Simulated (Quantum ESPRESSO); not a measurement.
Runs of Quantum ESPRESSO 7.5 on Te2Mo. It takes space group P6_3/mmc (No. 194, hexagonal). Conventional cell: a = 3.518 Å, b = 3.518 Å, c = 13.974 Å, α = 90.00°, β = 90.00°, γ = 120.00°. Around Te (site symmetry 3m) lie 3 Mo at 2.72 Å. Mo (site symmetry -6m2) is surrounded by 6 Te at 2.72 Å. 

```csv
task,level,potentials or basis,cell,k mesh,cutoff (eV),ASE optimiser,dispersion computed by,form of the LDA correlation,mesh quality,gap on the mesh (eV),pressure (GPa),V0 of scaled cells (Å³/atom),B0 (GPa),largest force (eV/Å)
band structure,PBE,GBRV 1.5 PBE,as given,9 × 9 × 2,612,-,-,-,not flagged,0.73,3.7,-,-,0.30
relaxation of cell and atoms,OLYP+D4,PseudoDojo 0.4.1 SR PBE standard,relaxed,6 × 6 × 1,1088,LBFGS,dftd4 4.3.1 through ASE,-,coarse,0.75,-0.1,-,-,0.02
band structure,vdW-DF3-opt1,PseudoDojo 0.4.1 SR PBE standard,as given,9 × 9 × 2,1088,-,-,-,not flagged,(d),0.9,-,-,0.12
band structure,LDA,GBRV 1.5 LDA,as given,9 × 9 × 2,612,-,-,PZ81,not flagged,0.70,-2.1,-,-,0.14
equation of state,PBE,SSSP 1.3 efficiency PBE,as given,9 × 9 × 2,816,-,-,-,not flagged,-,-,(c),94,-
band structure,BP86,PseudoDojo 0.4.1 SR PBE standard,as given,9 × 9 × 2,1088,-,-,-,not flagged,0.77,4.4,-,-,0.25
single point,PBE,SSSP 1.3 efficiency PBE,as given,9 × 9 × 2,816,-,-,-,not flagged,0.73,(a),-,-,0.30
equation of state,PBE,SG15 PBE 1.2,as given,8 × 8 × 2,952,-,-,-,not flagged,-,-,(b),93,-
```

Alike in all rows: no spin polarisation; smearing fermi-dirac 0.05 eV.

Problem. Estimate the missing entries.

Solution. (a) 3.8; (b) 25.80; (c) 25.91; (d) 0.76.

Caveats: some runs use coarse meshes; spin-orbit coupling is left out, which moves the levels of the heavy elements (some runs); this functional lacks dispersion, which binds the layers, so the pressure and a relaxed spacing across them are unreliable (some runs); the potentials were made for another functional, which shifts forces and pressure (some runs); an odd mesh through Γ misses points on the zone boundary, where band edges often lie (some runs); the cell was scaled at fixed shape and fractional positions, which overstates the stiffness of a crystal with free parameters, most of all of layers and chains (some runs).

A k mesh can miss the band edges, and the runs leave out spin-orbit coupling on Mo, Te.

Not every run made on this cell is shown here.
